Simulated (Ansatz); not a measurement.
PbS (Galena):

```
CELL_PARAMETERS angstrom
0.00000 2.96575 2.96575
2.96575 0.00000 2.96575
2.96575 2.96575 0.00000
ATOMIC_POSITIONS crystal
Pb 0.00000 0.00000 0.00000
S 0.50000 0.50000 0.50000
```

Program: Ansatz 0.2.0. Alike in all runs: task band structure; potentials or basis Ansatz PAW; no spin polarisation; cell as given; k mesh 4 × 4 × 4; smearing fermi-dirac 0.05 eV; the mesh is coarse, so values aren't converged.

Q: Order these runs on this cell by their band gap on the k mesh, lowest first.
A. level HF; cutoff (eV) 420
B. level r2SCANh; cutoff (eV) 500
C. level r2SCAN50; cutoff (eV) 500
D. level r2SCAN0; cutoff (eV) 500

A: B (1.00 eV), D (1.60 eV), C (2.64 eV), A (5.32 eV).

Caveats: all runs use coarse meshes; spin-orbit coupling is left out, which as a rule narrows the gap of such compounds by several tenths of an eV.

